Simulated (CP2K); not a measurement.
# Hf (Fm-3m) in CP2K: notebook

The runs below take Hf through band structure, single point, equation of state, with r2SCAN.

Everything below comes from runs of CP2K 2026.2. Logs are shortened: lines on timing, memory, paths and dates and some standing lists are left out, and cuts for length are marked.

**1. Starting point**

Symmetry: Fm-3m, No. 225, cubic system. Conventional cell: a = 4.440 Å, b = 4.440 Å, c = 4.440 Å, α = 90.00°, β = 90.00°, γ = 90.00°. Hf (site symmetry m-3m) is surrounded by 12 Hf at 3.14 Å.

This isn't the form of Hf at room conditions, which is hcp.

**2. Band structure, r2SCAN**

File hf_bands.inp:

```
&GLOBAL
  PROJECT hf_bands
  RUN_TYPE ENERGY_FORCE
  PRINT_LEVEL LOW
&END GLOBAL
&FORCE_EVAL
  METHOD QS
  STRESS_TENSOR ANALYTICAL
  &DFT
    BASIS_SET_FILE_NAME BASIS_MOLOPT_UZH
    POTENTIAL_FILE_NAME POTENTIAL_UZH
    &MGRID
      CUTOFF 675
      REL_CUTOFF 60
      NGRIDS 5
    &END MGRID
    &QS
      METHOD GPW
      EPS_DEFAULT 1.0E-9
    &END QS
    &KPOINTS
      SCHEME MONKHORST-PACK 10 10 10
      GAMMA_CENTERED T
      SYMMETRY T
      SYMMETRY_BACKEND SPGLIB
    &END KPOINTS
    &SCF
      SCF_GUESS ATOMIC
      EPS_SCF 1.0E-6
      MAX_SCF 100
      ADDED_MOS 11
      CHOLESKY OFF
      EPS_EIGVAL 1.0E-7
      &DIAGONALIZATION ON
        ALGORITHM STANDARD
      &END DIAGONALIZATION
      &MIXING ON
        METHOD BROYDEN_MIXING
        ALPHA 0.4
        BETA 1.5
        NBUFFER 8
      &END MIXING
      &SMEAR ON
        METHOD FERMI_DIRAC
        ELECTRONIC_TEMPERATURE [K] 1160.452
      &END SMEAR
    &END SCF
    &XC
      &XC_FUNCTIONAL
        &MGGA_X_R2SCAN
        &END MGGA_X_R2SCAN
        &MGGA_C_R2SCAN
        &END MGGA_C_R2SCAN
      &END XC_FUNCTIONAL
    &END XC
    &PRINT
      &KPOINTS ON
      &END KPOINTS
      &MULLIKEN ON
      &END MULLIKEN
      &MO ON
        ENERGIES T
        OCCUPATION_NUMBERS T
        &EACH
          QS_SCF 0
        &END EACH
        ADD_LAST NUMERIC
      &END MO
      &BAND_STRUCTURE
        FILE_NAME bands.bs
        ADDED_MOS 6
        &KPOINT_SET
          UNITS B_VECTOR
          NPOINTS 10
          SPECIAL_POINT GAMMA 0.00000000 0.00000000 0.00000000
          SPECIAL_POINT X 0.50000000 0.00000000 0.50000000
          SPECIAL_POINT W 0.50000000 0.25000000 0.75000000
          SPECIAL_POINT K 0.37500000 0.37500000 0.75000000
          SPECIAL_POINT GAMMA 0.00000000 0.00000000 0.00000000
          SPECIAL_POINT L 0.50000000 0.50000000 0.50000000
          SPECIAL_POINT U 0.62500000 0.25000000 0.62500000
          SPECIAL_POINT W 0.50000000 0.25000000 0.75000000
          SPECIAL_POINT L 0.50000000 0.50000000 0.50000000
          SPECIAL_POINT K 0.37500000 0.37500000 0.75000000
        &END KPOINT_SET
        &KPOINT_SET
          UNITS B_VECTOR
          NPOINTS 10
          SPECIAL_POINT U 0.62500000 0.25000000 0.62500000
          SPECIAL_POINT X 0.50000000 0.00000000 0.50000000
        &END KPOINT_SET
      &END BAND_STRUCTURE
    &END PRINT
  &END DFT
  &SUBSYS
    &CELL
      ABC 3.1395541085 3.1395541085 3.1395541084
      ALPHA_BETA_GAMMA 60.0000000008 60.0000000004 60.0000000006
      PERIODIC XYZ
    &END CELL
    &COORD
      SCALED
      Hf  0.0000000000 0.0000000000 0.0000000000
    &END COORD
    &KIND Hf
      BASIS_SET TZVP-MOLOPT-SCAN-GTH-q12
      POTENTIAL GTH-SCAN-q12
    &END KIND
    &PRINT
      &ATOMIC_COORDINATES ON
      &END ATOMIC_COORDINATES
      &CELL ON
      &END CELL
      &SYMMETRY ON
      &END SYMMETRY
    &END PRINT
  &END SUBSYS
  &PRINT
    &FORCES ON
    &END FORCES
    &STRESS_TENSOR ON
    &END STRESS_TENSOR
  &END PRINT
&END FORCE_EVAL
```

Potentials or basis: POTENTIAL_UZH Hf GTH-SCAN-q12; TZVP-MOLOPT-SCAN-GTH basis.

Run with:

```
OMP_NUM_THREADS=1 cp2k.psmp -i hf_bands.inp -o hf_bands.out
```

hf_bands.out:

```text

 CP2K| version string:                                       CP2K version 2026.2
 CP2K| Input file name                                              hf_bands.inp

 GLOBAL| Force Environment number                                              1
 GLOBAL| Basis set file name                                    BASIS_MOLOPT_UZH
 GLOBAL| Potential file name                                       POTENTIAL_UZH
 GLOBAL| MM Potential file name                                     MM_POTENTIAL
 GLOBAL| Coordinate file name                                      __STD_INPUT__
 GLOBAL| Method name                                                        CP2K
 GLOBAL| Project name                                                   hf_bands
 GLOBAL| Run type                                                   ENERGY_FORCE
 GLOBAL| FFT library                                                       FFTW3
[... 8 lines left out ...]
 GLOBAL| CPU model name                                                  UNKNOWN

 CELL| Volume [angstrom^3]:                                            21.882096
 CELL| Vector a [angstrom]:       3.140     0.000     0.000   |a| =     3.139554
 CELL| Vector b [angstrom]:       1.570     2.719     0.000   |b| =     3.139554
 CELL| Vector c [angstrom]:       1.570     0.906     2.563   |c| =     3.139554
 CELL| Angle (b,c), alpha [degree]:                                    60.000000
 CELL| Angle (a,c), beta  [degree]:                                    60.000000
 CELL| Angle (a,b), gamma [degree]:                                    60.000000
 CELL| Numerically orthorhombic:                                              NO
 CELL| Periodicity                                                           XYZ

 CELL_REF| Volume [angstrom^3]:                                        21.882096
 CELL_REF| Vector a [angstrom     3.140     0.000     0.000   |a| =     3.139554
 CELL_REF| Vector b [angstrom     1.570     2.719     0.000   |b| =     3.139554
 CELL_REF| Vector c [angstrom     1.570     0.906     2.563   |c| =     3.139554
 CELL_REF| Angle (b,c), alpha [degree]:                                60.000000
 CELL_REF| Angle (a,c), beta  [degree]:                                60.000000
 CELL_REF| Angle (a,b), gamma [degree]:                                60.000000
 CELL_REF| Numerically orthorhombic:                                          NO
 CELL_REF| Periodicity                                                       XYZ
[... 9 lines left out ...]
 TOTAL NUMBERS AND MAXIMUM NUMBERS

  Total number of            - Atomic kinds:                                   1
                             - Atoms:                                          1
                             - Shell sets:                                     1
                             - Shells:                                        11
                             - Primitive Cartesian functions:                  5
                             - Cartesian basis functions:                     41
                             - Spherical basis functions:                     35

  Maximum angular momentum of- Orbital basis functions:                        3
                             - Local part of the GTH pseudopotential:          2
                             - Non-local part of the GTH pseudopotential:      4

 MODULE QUICKSTEP: ATOMIC COORDINATES IN ANGSTROM

   Atom Kind Element         X             Y             Z       Z(eff)     Mass
      1    1 Hf   72      0.000000      0.000000      0.000000  12.0000 178.4900

 Crystal Symmetry Information
       International Symbol:                                               Fm-3m
       Point Group Symbol:                                                  m-3m
       Schoenflies Symbol:                                                  Oh^5
       Number of Symmetry Operations:                                         48

 SCF PARAMETERS         Density guess:                                    ATOMIC
[... 31 lines left out ...]
  Hartree energy:                                              13.77361637929989
  Exchange-correlation energy:                                 -6.11034054294317
  Electronic entropic energy:                                  -0.00165603186221
  Fermi energy:                                                 0.37561907350852

  Total energy:                                               -49.48559455476871
  Total energy (extrapolated to T->0):                        -49.48476653883760

 MO| EIGENVALUES AND OCCUPATION NUMBERS FOR K POINT 1
 MO|
 MO|  Index      Eigenvalue [a.u.]        Eigenvalue [eV]             Occupation
 MO|      1              -1.892263             -51.491094               2.000000
 MO|      2              -0.769195             -20.930861               2.000000
 MO|      3              -0.742111             -20.193854               2.000000
 MO|      4              -0.742110             -20.193853               2.000000
 MO|      5               0.222946               6.066676               2.000000
 MO|      6               0.383980              10.448620               0.186422
[... 298 lines left out ...]
 MO|      6               0.311459               8.475243               2.000000
[... 9 lines left out ...]
 MO|     16               1.367693              37.216811               0.000000
 MO|     17               1.577354              42.921998               0.000000
 MO| Sum:                                                              12.000092
 MO| E(Fermi):            0.375619 a.u.         10.221115 eV

 [... the levels of further k-points ...]

 !-----------------------------------------------------------------------------!
                     Mulliken Population Analysis

 #  Atom  Element  Kind  Atomic population                           Net charge
       1     Hf       1         12.000000                             -0.000000
 # Total charge                             12.000000                 -0.000000

 !-----------------------------------------------------------------------------!

 KPOINTS| Band Structure Calculation
 KPOINTS| Number of k-point sets                                               2
 KPOINTS| Number of added MOs/bands                                            6
 KPOINTS| Number of k-points in set    1                                      91
 KPOINTS| In units of b-vector [2pi/Bohr]
 KPOINTS| Special point     1       GAMMA     0.000000     0.000000     0.000000
 KPOINTS| Special point     2           X     0.500000     0.000000     0.500000
 KPOINTS| Special point     3           W     0.500000     0.250000     0.750000
 KPOINTS| Special point     4           K     0.375000     0.375000     0.750000
 KPOINTS| Special point     5       GAMMA     0.000000     0.000000     0.000000
 KPOINTS| Special point     6           L     0.500000     0.500000     0.500000
 KPOINTS| Special point     7           U     0.625000     0.250000     0.625000
 KPOINTS| Special point     8           W     0.500000     0.250000     0.750000
 KPOINTS| Special point     9           L     0.500000     0.500000     0.500000
 KPOINTS| Special point    10           K     0.375000     0.375000     0.750000
 KPOINTS| Number of k-points in set    2                                      11
 KPOINTS| In units of b-vector [2pi/Bohr]
 KPOINTS| Special point     1           U     0.625000     0.250000     0.625000
 KPOINTS| Special point     2           X     0.500000     0.000000     0.500000

 ENERGY| Total FORCE_EVAL ( QS ) energy [hartree]            -49.485594691245595

 FORCES| Atomic forces [hartree/bohr]
 FORCES|   Atom     x               y               z               |f|
 FORCES|      1  1.04645059E-12  1.26958230E-13 -3.40912582E-13   1.10788024E-12
 FORCES| Sum     1.04645059E-12  1.26958230E-13 -3.40912582E-13
 FORCES| Total atomic force                                       1.10788024E-12

 STRESS| Analytical stress tensor [bar]
 STRESS|                        x                   y                   z
 STRESS|      x       -8.23713556481E+03   1.63460273109E-02  -1.33175145616E-03
 STRESS|      y        1.63460273109E-02  -8.23691904804E+03  -4.07859197937E-02
 STRESS|      z       -1.33175145616E-03  -4.07859197937E-02  -8.23767327028E+03
 STRESS| 1/3 Trace                                            -8.23724262771E+03
 STRESS| Determinant                                          -5.58914753787E+11

 STRESS| Eigenvectors and eigenvalues of the analytical stress tensor [bar]
 STRESS|                        1                   2                   3
 STRESS| Eigenvalues  -8.23767546982E+03  -8.23713678644E+03  -8.23691562688E+03
 STRESS|      x           0.000833521619      0.997233114004      0.074333179513
 STRESS|      y           0.053823358654     -0.074270196065      0.995784607252
 STRESS|      z           0.998550124583      0.003170853383     -0.053736341371
```

Run time: 2.4 min. Hardware: 1 thread of Arm Neoverse N1, shared host; peak memory 0.32 GiB.

What came out:

* Free energy: -1346.5715 eV
* Pressure: -0.8 GPa
* Band gap on the k mesh: none (metal or under the smearing width)

Levels at the corners of the path, in eV from the Fermi level:
| point | band 3 | band 4 | band 5 | band 6 | band 7 | band 8 | band 9 | band 10 |
| --- | --- | --- | --- | --- | --- | --- | --- | --- |
| Γ | -30.31 | -30.31 | -7.77 | 1.49 | 1.49 | 1.49 | 4.50 | 4.50 |
| X | -30.63 | -30.63 | -3.45 | -2.28 | 2.74 | 6.65 | 7.16 | 7.16 |
| W | -30.91 | -30.65 | -1.89 | -0.43 | -0.43 | 2.67 | 7.16 | 9.58 |
| K | -30.84 | -30.57 | -2.35 | -1.53 | 0.89 | 4.29 | 6.15 | 7.13 |
| Γ | -30.31 | -30.31 | -7.77 | 1.49 | 1.49 | 1.49 | 4.50 | 4.50 |
| L | -30.43 | -30.43 | -3.89 | 0.62 | 1.32 | 1.32 | 6.58 | 6.58 |
| U | -30.84 | -30.57 | -2.35 | -1.53 | 0.89 | 4.29 | 6.15 | 7.13 |
| W | -30.91 | -30.65 | -1.89 | -0.43 | -0.43 | 2.67 | 7.16 | 9.58 |
| L | -30.43 | -30.43 | -3.89 | 0.62 | 1.32 | 1.32 | 6.58 | 6.58 |
| K | -30.84 | -30.57 | -2.35 | -1.53 | 0.89 | 4.29 | 6.15 | 7.13 |
| U | -30.84 | -30.57 | -2.35 | -1.53 | 0.89 | 4.29 | 6.15 | 7.13 |
| X | -30.63 | -30.63 | -3.45 | -2.28 | 2.74 | 6.65 | 7.16 | 7.16 |

Caveat: spin-orbit coupling is left out, which moves the levels of the heavy elements; the basis of atomic orbitals isn't converged, which shifts pressures, moduli and gaps.

[end of part 1 of 2]
